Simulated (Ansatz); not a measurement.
## H interstitial in ZnO, calculated

Level of theory: PBE, collinear spin where a state has unpaired electrons to hold, scalar-relativistic; Ansatz, plane waves to 420 eV (PAW set soft_2), k-mesh 2×2×2 shifted by half a step.

The relaxed host crystal (Kohn–Sham gap 0.74 eV over the whole zone):

```
Zn O
1.0
     3.27939    0.00000    0.00000
    -1.63969    2.84003    0.00000
     0.00000    0.00000    5.29318
Zn O
2 2
Direct
  0.66667 0.33333 0.50060
  0.33333 0.66667 0.00060
  0.66667 0.33333 0.87971
  0.33333 0.66667 0.37971
```

Supercell of 36 atoms, rows of the matrix [[-1,-2,-1],[-1,1,-1],[2,1,-1]] times the cell vectors; H interstitial at (0.000, 0.000, 0.208) in fractions of the cell above. Atoms are relaxed at the host's cell, from a start shaken by 0.05 Å near the defect; charged cells sit in a uniform background.

Nearest atoms to the added H: charge +1: O 0.99 Å, Zn 2.18 Å, Zn 2.19 Å, O 2.24 Å, O 2.25 Å, Zn 2.27 Å, Zn 2.67 Å, Zn 2.73 Å; charge 0: Zn 1.94 Å, Zn 1.94 Å, Zn 1.94 Å, O 2.33 Å, O 2.33 Å, O 2.33 Å, O 2.38 Å, O 2.38 Å.

The largest move of an atom from its ideal place is 2.2 Å at charge +1, 0.5 Å at charge 0, so the cell at charge +1 rearranged and didn't merely relax.

| charge | moment of the cell (μB) | moment on H (μB) | gap of the cell on the mesh (eV) | carriers |
| --- | --- | --- | --- | --- |
| +1 | 0.00 | 0.00 | 1.95 | none in the bands |
| 0 | 1.00 | 0.36 | 0.71 | none in the bands |

On this mesh the host's own supercell has a gap of 1.98 eV.

The cells of these charges didn't relax alike (a rearrangement in some, or a distortion of the host), so no level or lowest charge is given.

Formation energy of the neutral defect: 2.33 eV, taking atoms from and to the elements' standard states (no corrections for gases), so it belongs to those chemical potentials alone.

Relaxed cell at charge +1:

```
ZnO H_i charge 1
1.0
     0.0000   -5.6801   -5.2932
    -4.9191    2.8400   -5.2932
     4.9191    2.8400   -5.2932
Zn O H
18 18 1
Direct
  0.3823 0.0513 0.0523
  0.0517 0.3823 0.0523
  0.3846 0.7202 0.3850
  0.3863 0.3860 0.7188
  0.0609 0.0607 0.4012
  0.7187 0.7185 0.0496
  0.7205 0.3844 0.3850
  0.0554 0.7178 0.7173
  0.7181 0.0551 0.7174
  0.4410 0.4409 0.1047
  0.1211 0.7492 0.0971
  0.4401 0.1098 0.4416
  0.4400 0.7753 0.7754
  0.1100 0.4401 0.4415
  0.7488 0.1212 0.0971
  0.7532 0.7531 0.4655
  0.1080 0.1079 0.7735
  0.7757 0.4398 0.7754
  0.2564 0.9243 0.9267
  0.9244 0.2561 0.9270
  0.2626 0.5894 0.2612
  0.2587 0.2587 0.5941
  0.9552 0.9553 0.2217
  0.5928 0.5925 0.9240
  0.5894 0.2626 0.2614
  0.9281 0.5932 0.5910
  0.5934 0.9279 0.5910
  0.3140 0.3137 0.9810
  0.9794 0.6433 0.9783
  0.3167 0.9820 0.3153
  0.3168 0.6486 0.6471
  0.9823 0.3166 0.3152
  0.6434 0.9792 0.9783
  0.6496 0.6494 0.3121
  0.9795 0.9792 0.6515
  0.6490 0.3165 0.6472
  0.0270 0.0281 0.1267
```

Caveats: semilocal functionals make gaps too small, which shifts levels too; small supercell, so energies and levels can be off by tenths of an eV; one random start near the defect, so other minima are possible.
